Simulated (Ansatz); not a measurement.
The cell was built from the CdI2 type and relaxed in the same program, and has space group P-3m1; it needn't be a known or the stable phase.

A run of Ansatz 0.2.0 printed the following.

```
hamiltonian.pseudopotentials.datasets: crystal makes datasets for this crystal and solves the spheres of its atoms anew in each pass: cutoff 400.0 eV, the density's 1600.0 eV; for an error of 0.50 meV an atom under PBE, 1.5 meV for the cell; an energy difference from a run of another recipe may be off by several times the error for the cell, under r2SCAN by more, where some 0.1 meV an atom stays at smaller errors; O in spheres of 0.942 Å, 6 of its electrons in bands; Sn in spheres of 1.175 Å, 14 of its electrons in bands, 8 on its site; only band paths and densities of states list, in semicore columns, the levels of the semicore shells that are solved separately: 4s of Sn, 4p of Sn
Sn: output.efg is read without spin–orbit coupling, which moves field gradients at and beside such atoms by some per cent and up to a factor of two; PAW files take it under magnetization.noncollinear and magnetization.spin_orbit
Engine: ansatz 0.2.0
Pseudopotentials: kind: all_electron
Pseudopotential: Sn, paw, valence charge 22, recommended cutoff 400 eV (normal), Koelling and Harmon's equation, gaussian nucleus
Pseudopotential: O, paw, valence charge 6, recommended cutoff 400 eV (normal), Koelling and Harmon's equation, gaussian nucleus
Functional definition: PBE
  parameter kappa = 0.804
  parameter beta = 0.06672455060314922
  exchange = pbe_x(kappa = kappa, mu = beta*pi^2/3)
  correlation = pbe_c(beta = beta)
Crystal: 3 atoms, lattice volume = 49.569 Å³
Basis set: ecut = 400 eV, 893 PW (Γ), exchange–correlation on 48×48×72 points (8 copies of the dense FFT grid, shifted against one another)
Bands: 17, of which v1, the nominal top of the filled ones, is band 13 counted from 1 (12 counted from 0)
Symmetry: 12 space group operations
Space group: P-3m1 (ITA 164), of the structure as read, at distance tolerance 3.7e-5 Å
k-points: 126 of 1183
Non-local potential: Sn, projectors of the file, l = 0: 1, l = 1: 1, l = 2: 2
Non-local potential: O, projectors of the file, l = 0: 1, l = 1: 2
PAW form: soft (Blöchl's): semilocal exchange-correlation on the pseudo side does not see the compensation charge
PAW one-centre angular grid: Sn, 590 points (default); XC on its mesh's 1811 points in the sphere
PAW one-centre angular grid: O, 110 points (default); XC on its mesh's 1925 points in the sphere
Initial density: superposition of atomic densities (neutral atoms: chi_scale 0, normalization atom)
Initial wavefunctions: pseudopotential atomic-orbital guess
Functional: x = pbe(κ = 0.804, μ = 0.2195149727645171), c = pbe(β = 0.06672455060314922)
iter 1 solved again at ethr=4.16e-2 eV; its pass at ethr=1.00e-1 eV (dr2=1.08e1 eV) is discarded
SCF iter   1: F=—  HF=-172188.499631 eV  |F-HF|=—  |Δ(HF+E_count)|=         —  Δρ=1.46e-1  dr2=1.07e1  ethr=4.16e-2  ⟨swp⟩=2.1  Hψ=11033  notcnv=0
preconditioner: auto → none  [insulator: Δε(μ)=4.064 eV  Ē_g=19.480 eV  σ=0.080 eV  W_gap=1.00  n_scr=10 (ndim 8)  ℏωp=26.9 eV  f_vac=0.216  D(μ)=0.00/eV (n_scr^D=0)  ε∞_Penn≈2.9]
SCF iter   2: F=—  HF=-172186.516078 eV  |F-HF|=—  |Δ(HF+E_count)|=    1.98e0  Δρ=9.90e-2  dr2=3.08e0  ethr=4.13e-2  ⟨swp⟩=3.5  Hψ=5785  notcnv=0  defer=12
iter 3 solved again at ethr=4.22e-4 eV; its pass at ethr=1.19e-2 eV (dr2=1.10e-1 eV) is discarded
SCF iter   3: F=—  HF=-172185.643288 eV  |F-HF|=—  |Δ(HF+E_count)|=   8.73e-1  Δρ=1.94e-2  dr2=1.10e-1  ethr=4.22e-4  ⟨swp⟩=2.1  Hψ=9470  notcnv=0  defer=9
SCF iter   4: F=—  HF=-172185.644796 eV  |F-HF|=—  |Δ(HF+E_count)|=   1.51e-3  Δρ=1.89e-3  dr2=1.57e-3  ethr=4.22e-4  ⟨swp⟩=2.6  Hψ=4361  notcnv=0  defer=29
SCF iter   5: F=—  HF=-172185.645776 eV  |F-HF|=—  |Δ(HF+E_count)|=   9.81e-4  Δρ=5.82e-4  dr2=1.27e-4  ethr=6.04e-6  ⟨swp⟩=3.1  Hψ=6118  notcnv=0  defer=11
SCF iter   6: F=—  HF=-172185.645734 eV  |F-HF|=—  |Δ(HF+E_count)|=   4.23e-5  Δρ=1.82e-4  dr2=7.49e-6  ethr=4.90e-7  ⟨swp⟩=2.5  Hψ=3887  notcnv=0  defer=2
SCF iter   7: F=—  HF=-172185.645743 eV  |F-HF|=—  |Δ(HF+E_count)|=   8.55e-6  Δρ=2.93e-5  dr2=3.39e-7  ethr=2.88e-8  ⟨swp⟩=3.0  Hψ=4692  notcnv=0  defer=1
SCF iter   8: F=-172185.645743 eV  HF=-172185.645743 eV  |F-HF|=2.12e-8  |Δ(HF+E_count)|=   1.93e-7  Δρ=6.73e-6  dr2=2.84e-8  ethr=1.30e-9  ⟨swp⟩=3.0  Hψ=4591  notcnv=0  defer=1
SCF 1 converged in 8 iterations: F = -172185.645745 eV  dr2 = 2.84e-8
  Residual-converged pass: ⟨swp⟩=3.6  Hψ=5482  notcnv=0  max |occ|·‖R‖ = 6.4e-6 eV (tolerance 6.5e-6 eV)  dr2=2.91e-8  dr2_onsite=1.65e-8  max |Δocc| = 4.3e-12
  greatest PAW one-centre occupation: 0.981 electrons in one spin orbital (limit 2), on the Sn atom at site 0 (counted from 0), in its partial waves of l = 2
NSCF: frozen V_eff on 65 k-points
SCF converged after 8 iterations
Free energy (F): -172185.645745 eV
Harris-Foulkes:  -172185.645745 eV  (|F-HF|=2.12e-8)
Internal energy: -172185.645745 eV  (E = F + TS)
E sigma→0 (E₀):  -172185.645745 eV
Entropy (-TS):   -0.000000 eV (-0.000 meV/atom)
Past the cutoff: the bands carry plane waves up to 1.75 times it, of which those up to 1.5 times it add -0.000270 eV an atom, each by itself; the spheres take 0.000248 eV an atom off the energy for waves past 1.75 times it
By the cutoff:   a pressure is off by up to 0.007 GPa (1.2 times the spheres' own share and the shells' term, over an atom's volume, and 0.004 GPa: a bound that held against runs at twice the plane waves)
Past the cutoffs: a stress includes 0.0023 GPa for waves and charges beyond them, in addition to the slope of what the spheres take
In the spheres:  the bands' charges fall short by 2.9e-6 e at most (sound up to 1e-3), those of shells solved beside the bands by 8.0e-8 e (sound up to 5e-4)
Fermi energy:    7.244426 eV
--- Per-component energies (eV) ---
  The terms above E_closure are by the made datasets' own strengths, without shells solved beside the bands.
--- Forces (eV/Å), atoms counted from 1 ---
  atom   1  Sn     0.00000000     0.00000000     0.00000000
  atom   2  O     -0.00000000    -0.00000000    -0.00303540
  atom   3  O      0.00000000     0.00000000     0.00303540
  max |Σ_I F_I| component: 9.25e-18 eV/Å
--- Stress (GPa, compression-positive) ---
       -0.059519       0.000000       0.000000
        0.000000      -0.059519      -0.000000
       -0.000000      -0.000000       0.009174
  P = ⅓ Tr σ = -0.0366 GPa (-0.366 kbar)
  It holds what live shells' own plane waves past their cutoff add
--- PAW observables at the nuclei: V_zz in 10²¹ V/m², potentials from the cell's mean, atoms counted from 1 ---
  atom   1  Sn V_zz =   +12.919579   η = 0.0000   by run symmetry: allowed
            electrostatic potential = -8168.545214 V   contact ρ = 1236169.664052 e/Å³
  atom   2  O  V_zz =    -6.683737   η = 0.0000   by run symmetry: allowed
            electrostatic potential = -621.869786 V   contact ρ = 2159.808908 e/Å³
  atom   3  O  V_zz =    -6.683737   η = 0.0000   by run symmetry: allowed
            electrostatic potential = -621.869786 V   contact ρ = 2159.808908 e/Å³
--- Band table (eV; the first three rows and the last of 126) ---
  k-point 0: bands = ["-14.0335", "-13.8434", "-13.8434", "-13.6494", "-13.6494", "-11.9108", "-10.1986", "2.2329", "4.6988", "4.6988", "5.1256", "5.1256", "5.5409", "8.1726", "11.7607"]
  k-point 1: bands = ["-14.0334", "-13.8434", "-13.8434", "-13.6494", "-13.6494", "-11.9075", "-10.2037", "2.2605", "4.6976", "4.6976", "5.1272", "5.1272", "5.4409", "8.2997", "11.7213"]
  k-point 2: bands = ["-14.0333", "-13.8434", "-13.8434", "-13.6494", "-13.6494", "-11.9001", "-10.2152", "2.3257", "4.6950", "4.6950", "5.1310", "5.1310", "5.2334", "8.5739", "11.6225"]
  k-point 125: bands = ["-14.3240", "-14.1708", "-13.6936", "-13.6690", "-13.6298", "-9.8860", "-9.4804", "-0.4151", "2.2449", "2.4069", "3.3979", "5.6959", "5.8156", "12.0479", "15.2295"]
```

The cell and starting positions:

```
CELL_PARAMETERS angstrom
3.22820 0.00000 0.00000
-1.61410 2.79570 0.00000
0.00000 0.00000 5.49235
ATOMIC_POSITIONS crystal
Sn 0.00000 0.00000 0.00000
O 0.33333 0.66667 0.18416
O 0.66667 0.33333 0.81584
```

Parts of the input that the log doesn't repeat:

```yaml
  band_path:
    path:
      - [0.0, 0.0, 0.0]
      - [0.5, 0.0, 0.0]
      - [0.3333333333, 0.3333333333, 0.0]
      - [0.0, 0.0, 0.0]
      - [0.0, 0.0, 0.5]
      - [0.5, 0.0, 0.5]
      - [0.3333333333, 0.3333333333, 0.5]
      - [0.0, 0.0, 0.5]
      - [0.5, 0.0, 0.5]
    npoints: 8
output:
  forces: true
  stress: true
  eigenvalues: true
  efg: { contact_densities: true }
```

(1) Write the input that produced this log.

Results:

(1) 
```yaml
crystal:
  lattice:
    - [3.2281997375, 0.0, 0.0]
    - [-1.6140998687, 2.7957029812, 0.0]
    - [0.0, 0.0, 5.4923491137]
  atoms:
    - { symbol: Sn, position: [0.0, 0.0, 0.0] }
    - { symbol: O, position: [0.3333333333, 0.6666666667, 0.1841559794] }
    - { symbol: O, position: [0.6666666667, 0.3333333333, 0.8158440206] }
kpoints:
  mp_grid: { grid: [13, 13, 7] }
  band_path:
    path:
      - [0.0, 0.0, 0.0]
      - [0.5, 0.0, 0.0]
      - [0.3333333333, 0.3333333333, 0.0]
      - [0.0, 0.0, 0.0]
      - [0.0, 0.0, 0.5]
      - [0.5, 0.0, 0.5]
      - [0.3333333333, 0.3333333333, 0.5]
      - [0.0, 0.0, 0.5]
      - [0.5, 0.0, 0.5]
    npoints: 8
scf:
  occupations: { method: fermi_dirac, width: 0.08 }
hamiltonian:
  xc: pbe
  pseudopotentials: { kind: all_electron, datasets: crystal }
output:
  forces: true
  stress: true
  eigenvalues: true
  efg: { contact_densities: true }
```
This is the input that was run; digits and keys that the log doesn't show could differ in an equivalent one.
